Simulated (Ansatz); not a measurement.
# Sn: computed properties

Method: DFT r2SCAN, scalar-relativistic, plane waves, PAW in Ansatz 0.2.0.

Cutoff 500 eV; k points 14×14×14 on the computed 2-atom cell (Γ-centred); Gaussian smearing, width 0.10 eV; no spin polarisation.

The structure is relaxed at this level of theory with its symmetry kept.

```
Sn
1.0
    -2.92940    2.92940    1.60722
     2.92940   -2.92940    1.60722
     2.92940    2.92940   -1.60722
Sn
2
Direct
  0.75000 0.25000 0.50000
  0.00000 0.00000 0.00000
```

```
Space group                                                       : I4_1/amd (No. 141)
Volume per atom                                                   : 27.58 Å³
Formation energy from the elements' standard states (uncorrected) : +0.127 eV/atom
Generalised Kohn–Sham band gap                                    : none (metal)
Density of states at the Fermi level                              : 0.88 states/eV per cell
Löwdin character within 0.5 eV of the Fermi level                 : Sn 5p 82 %, Sn 5s 15 %
Bulk modulus                                                      : 54 GPa
Its pressure derivative                                           : 5.0
Bader charges (e)                                                 : Sn (2 in the cell) 0.00
```